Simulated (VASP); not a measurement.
The system is B.

```
CELL_PARAMETERS angstrom
1.88524 0.00000 0.00000
0.00000 1.88524 0.00000
0.00000 0.00000 1.88524
ATOMIC_POSITIONS crystal
B 0.50000 0.50000 0.50000
```

The cell was built by a generator and needn't be a form met in nature.

Base run:

- Program: VASP 6.6.1
- Functional: BLYP
- Potentials or basis: VASP PAW PBE potentials, release 64 (B)
- Cutoff: 520 eV
- k mesh: 14 × 14 × 14
- Occupations: fermi-dirac, width 0.05 eV
- Spin: no spin polarisation

Its results: pressure 8.2 GPa.

The run is repeated on the same cell with these changes: functional from BLYP to AM05. What comes out?

Pressure -3.9 GPa.

AM05 binds more tightly than BLYP, so the same cell stands under less pressure.

Caveats: the PAW data sets were made with another functional, which shifts forces and pressure a little.

Not every run made on this cell is shown here.
